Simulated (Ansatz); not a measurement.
**Ta: how the free axis answers a strain**

Ta, Im-3m, a = 3.319 Å. Ansatz: PBE, PAW, 420 eV, Γ-centred 16×16×16 mesh on 2 atoms, Gaussian smearing 0.10 eV; no spin polarisation. Series: biaxial strain in the a-b plane, c and atoms relaxed; x is the strain in per cent. y is the change of c in per cent of 3.319 Å.

```
x (%) y (%)
 -6.0      ?
 -4.0   5.52
 -2.0   2.58
  0.0   0.00
  2.0  -2.37
  4.0  -5.08
  6.0  -7.65
```

**Question.** Fit y = c1 x + c2 x² to the other rows, say what c1 measures, and predict the missing y.

**Answer.** Least squares on the rows shown. y = −1.319 x + 0.009440 x². With no stress along c, c1 = −2C12/C11 = -1.319. With a term in x³ added, the coefficient of x becomes -1.259, 5 % less, which shows how far this figure hangs on the form. At x = -6.0 the fit asked for gives 8.25 %. The run gave 9.00 %, so the fit is 0.75 % too low, 4.5 % of the span of the series, against an rms of 0.13 % on the fitted rows. The row lies outside the fitted range. With a term in x³ added, a fit to the same known rows predicts 8.85 %, so most of the miss is curvature that the known rows already hold.

Spin–orbit coupling is left out, which can shift energies with elements as heavy as these.